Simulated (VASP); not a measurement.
Si:

```
Si
1.0
     0.00000    2.71356    2.71356
     2.71356    0.00000    2.71356
     2.71356    2.71356    0.00000
Si
2
Direct
  0.75000 0.75000 0.75000
  0.50000 0.50000 0.50000
```

```yaml
Program: VASP 6.6.1
Task: relaxation of cell and atoms
Functional: PBE
Potentials_or_basis: VASP PAW PBE potentials, release 64 (Si)
Cutoff: 300 eV
k_mesh: 5 × 5 × 5
Occupations: gaussian, width 0.03 eV
Spin: no spin polarisation
```

At the start: pressure 2.2 GPa; volume 19.98 Å³/atom.

Question: Where does the relaxation end?

Answer: Over 3 steps the energy falls by 3.3 meV/atom and the volume is 20.46 Å³/atom (+2.4 %); space group Fd-3m (No. 227, to 0.05 Å).

Step by step:
| step | energy change (eV) | largest force (eV/Å) | pressure (GPa) | volume (Å³) |
| --- | --- | --- | --- | --- |
| 1 | 0.0000 | 0.0000 | 2.25 | 39.96 |
| 2 | -0.0034 | 0.0000 | -1.44 | 41.61 |
| 3 | -0.0065 | 0.0000 | 0.00 | 40.92 |

Final structure:
```xyz
2
Lattice="0.0000 2.7350 2.7350 2.7350 0.0000 2.7350 2.7350 2.7350 0.0000" Properties=species:S:1:pos:R:3 pbc="T T T"
Si    4.1025    4.1025    4.1025
Si    2.7350    2.7350    2.7350
```

Caveat: the cutoff is under 1.25 times the usual one of these potentials, so pressure, stress and relaxed cells hold a basis-set (Pulay) error.
